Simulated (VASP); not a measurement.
Crystal: In.

```
CELL_PARAMETERS angstrom
-1.69471 1.69471 2.29737
1.69471 -1.69471 2.29737
1.69471 1.69471 -2.29737
ATOMIC_POSITIONS crystal
In 0.00000 0.00000 0.00000
```

```yaml
Program: VASP 6.6.1
Task: relaxation of cell and atoms
Functional: PBEsol
Potentials_or_basis: VASP PAW PBE potentials, release 64 (In_d)
Cutoff: 600 eV
k_mesh: 6 × 6 × 6
Occupations: gaussian, width 0.1 eV
Spin: no spin polarisation
```

At the start: pressure -2.2 GPa; volume 26.39 Å³/atom.

Task: Where does the relaxation end?

Result: Over 5 steps the energy falls by 9.5 meV/atom and the volume is 25.11 Å³/atom (-4.9 %); space group I4/mmm (No. 139, to 0.05 Å).

Step by step:
```tsv
step	energy change (eV)	largest force (eV/Å)	pressure (GPa)	volume (Å³)
1	0.0000	0.0000	-2.24	26.39
2	-0.0094	0.0000	0.19	25.01
3	-0.0095	0.0000	-0.04	25.10
4	-0.0095	0.0000	0.06	25.08
5	-0.0095	0.0000	-0.02	25.11
```

Final structure:
```
In
1.0
    -1.66816    1.66816    2.25575
     1.66816   -1.66816    2.25575
     1.66816    1.66816   -2.25575
In
1
Cartesian
  0.0000 0.0000 0.0000
```

Caveat: the k mesh is coarse (spacing up to 0.44 Å⁻¹), so the values aren't converged; the PAW data sets were made with another functional, which shifts forces and pressure a little.
